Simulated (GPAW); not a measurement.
Sb in GPAW: convergence with plane-wave cutoff (eV)

Input of the first run (plane-wave cutoff (eV) 200); the others differ in this setting and in those tied to it:

Contents of run.py:

```python
from ase import Atoms
from ase.dft.bandgap import bandgap
from ase.io import write
from ase.units import GPa
from gpaw import GPAW, PW

atoms = Atoms(['Sb'],
              cell=[[3.16, 0.0, 0.0],
                    [0.0, 3.16, 0.0],
                    [0.0, 0.0, 3.16]],
              scaled_positions=[[0.0, 0.0, 0.0]],
              pbc=True)

calc = GPAW(mode=PW(200),
            xc='MGGA_X_R2SCAN+MGGA_C_R2SCAN',
            kpts={'size': (8, 8, 8), 'gamma': True},
            occupations={'name': 'fermi-dirac', 'width': 0.05},
            nbands=15,
            convergence={'density': 1e-05, 'energy': 1e-05},
            maxiter=100,
            txt='gpaw.txt')
atoms.calc = calc
energy = atoms.get_potential_energy()
forces = atoms.get_forces()
stress = atoms.get_stress()
calc.write('gs.gpw')
write('result.traj', atoms)
print(f'Energy: {energy:.6f} eV')
print('Forces (eV/A):')
print(forces.round(4))
print('Stress (GPa):', (stress / GPa).round(3))
print('Fermi level:', round(calc.get_fermi_level(), 4), 'eV')
print(f'Gap: {bandgap(calc)[0]:.4f} eV, direct: {bandgap(calc, direct=True)[0]:.4f} eV')
```

Potentials or basis: GPAW PAW data sets (gpaw-data 1.2.1), pw.

Command:

```sh
$ OMP_NUM_THREADS=1 python run.py
```

This isn't the form of Sb at room conditions, which is rhombohedral.

Hardware: 1 thread of Arm Neoverse V1 (shared host).

| plane-wave cutoff (eV) | energy less the tightest run, at zero smearing (meV/atom) | pressure (GPa) | SCF cycles | CPU time (s) | peak memory (GiB) |
| --- | --- | --- | --- | --- | --- |
| 200 | 1049.81 | -8.97 | 16 | 15 | 0.2 |
| 250 | 926.47 | -6.53 | 16 | 15 | 0.21 |
| 300 | 636.00 | -10.33 | 16 | 20 | 0.21 |
| 350 | 328.34 | -9.43 | 16 | 21 | 0.21 |
| 400 | 137.56 | -7.03 | 10 | 16 | 0.21 |
| 500 | 13.76 | -4.04 | 11 | 33 | 0.22 |
| 600 | 0.86 | -3.45 | 12 | 37 | 0.22 |
| 800 | 0.16 | -3.41 | 11 | 55 | 0.24 |
| 1000 | 0.00 | -3.41 | 11 | 69 | 0.26 |

Against the tightest run, the energy stays within 1 meV/atom from 600 on; the pressure stays within 0.1 GPa from 600 on. The tightest run that finished is the yardstick and may itself not be fully converged.

Caveat, for the tightest run too: the PAW data sets were made with another functional, which shifts forces and pressure a little. The run has no spin-orbit coupling, so splittings on Sb are missing.
